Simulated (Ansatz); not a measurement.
**Si (Fd-3m): all-electron equation of state in Python**

Where is the equilibrium volume of Si (Fd-3m) with all electrons, and how stiff is it? A script is to give an all-electron equation of state; the system is Si (Fd-3m).

The COD entry's cell or inner coordinates are ideal or old and differ from later refinements, so a difference from it is no clean test against experiment.

Computed with the Python package of Ansatz 0.2.0. Level of theory: DFT PBE, all-electron LAPW.

## 1. The structure

Symmetry: Fd-3m, No. 227, cubic system. The conventional cell has a = 5.427 Å, b = 5.427 Å, c = 5.427 Å, α = 90.00°, β = 90.00°, γ = 90.00°. Si (site symmetry -43m) has 4 Si at 2.35 Å as nearest neighbours.

No structure file is read: the coordinates are typed or built in the script.

## 2. The code

si_eos_lapw.py

```python
"""All-electron equation of state of Si."""

import ansatz as az
from ase.eos import EquationOfState
from ase.units import GPa
import numpy as np

VECTORS = np.array([
    [0.0, 2.71356, 2.71356],
    [2.71356, 0.0, 2.71356],
    [2.71356, 2.71356, 0.0],
])
SITES = [
    ("Si", (0.75, 0.75, 0.75)),
    ("Si", (0.5, 0.5, 0.5)),
]


def make_crystal(cell):
    crystal = az.Crystal(lattice=az.Lattice.of(cell))
    for symbol, position in SITES:
        crystal = crystal.atom(symbol, position)
    return crystal


def main() -> None:
    volumes, energies = [], []
    for scale in np.linspace(0.94, 1.06, 7):
        cell = VECTORS * scale ** (1 / 3)
        setup = (
            make_crystal(cell).calculation()
            .functional("PBE")
            .occupations("fixed")
            .scf(max_iterations=60, algorithm="direct_min")
            .kpoints(6, 6, 6)
            .pseudopotentials("all_electron", lapw=True, basis_error=0.002)
        )
        data = setup.run(threads=1, pin="off").report
        volumes.append(abs(np.linalg.det(cell)) / len(SITES))
        energies.append(data["free_energy_ev"] / len(SITES))
        print(f"{scale:.3f} {volumes[-1]:9.4f} A^3/atom {energies[-1]:16.5f} eV/atom  (estimated basis error {1000 * data['lapw_basis_errors']['total_ev_per_atom']:.2f} meV/atom)")
    v0, e0, bulk = EquationOfState(volumes, energies, eos="birchmurnaghan").fit()
    print(f"V0 = {v0:.4f} A^3/atom, B0 = {bulk / GPa:.1f} GPa")


if __name__ == "__main__":
    main()
```

## 3. The run

Launch:

```
> python si_eos_lapw.py
```

Log:

```text
0.940   18.7822 A^3/atom      -7892.21176 eV/atom  (estimated basis error 0.91 meV/atom)
0.960   19.1818 A^3/atom      -7892.23138 eV/atom  (estimated basis error 0.92 meV/atom)
0.980   19.5814 A^3/atom      -7892.24499 eV/atom  (estimated basis error 0.91 meV/atom)
1.000   19.9810 A^3/atom      -7892.25315 eV/atom  (estimated basis error 0.90 meV/atom)
1.020   20.3807 A^3/atom      -7892.25638 eV/atom  (estimated basis error 0.92 meV/atom)
1.040   20.7803 A^3/atom      -7892.25519 eV/atom  (estimated basis error 0.92 meV/atom)
1.060   21.1799 A^3/atom      -7892.24999 eV/atom  (estimated basis error 0.92 meV/atom)
V0 = 20.4671 A^3/atom, B0 = 89.0 GPa
```

Run time: 23 s. Hardware: 1 thread of Arm Neoverse V1, shared host; peak memory 0.3 GiB.

Lines on the test bed's own set-up are left out of the output.

## 4. The engine's runs

From the records of these 7 runs:

| run | volume (Å³/atom) | energy from run 5 (meV/atom) | gap on the mesh (eV) | SCF cycles | CPU time (s) |
| --- | --- | --- | --- | --- | --- |
| 1 | 18.782 | 44.61 | 0.57 | 5 | 3.2 |
| 2 | 19.182 | 24.99 | 0.62 | 5 | 3.1 |
| 3 | 19.581 | 11.38 | 0.66 | 5 | 3 |
| 4 | 19.981 | 3.22 | 0.70 | 5 | 3 |
| 5 | 20.381 | 0.00 | 0.74 | 5 | 3.1 |
| 6 | 20.780 | 1.19 | 0.78 | 5 | 3 |
| 7 | 21.180 | 6.39 | 0.80 | 5 | 3 |

## 5. Summary of results

| quantity | value |
| --- | --- |
| runs compared | 7 |
| range of energy | 44.61 meV/atom |
| lowest point, volume (Å³/atom) | 20.381 |
| equilibrium volume (fit) | 20.47 Å³/atom |
| bulk modulus (fit) | 89 GPa |

A third-order Birch-Murnaghan fit through the 7 points has its minimum at 20.47 Å³ an atom, 2.4 % above the typed cell, with a bulk modulus of 89 GPa and dB/dP = 4.2. From that minimum the energy rises by 44.7 meV an atom on the compressed side and 6.5 meV on the expanded side. Of the deposited cell: the entry's cell lengths or inner coordinates differ somewhat from later room-temperature determinations.
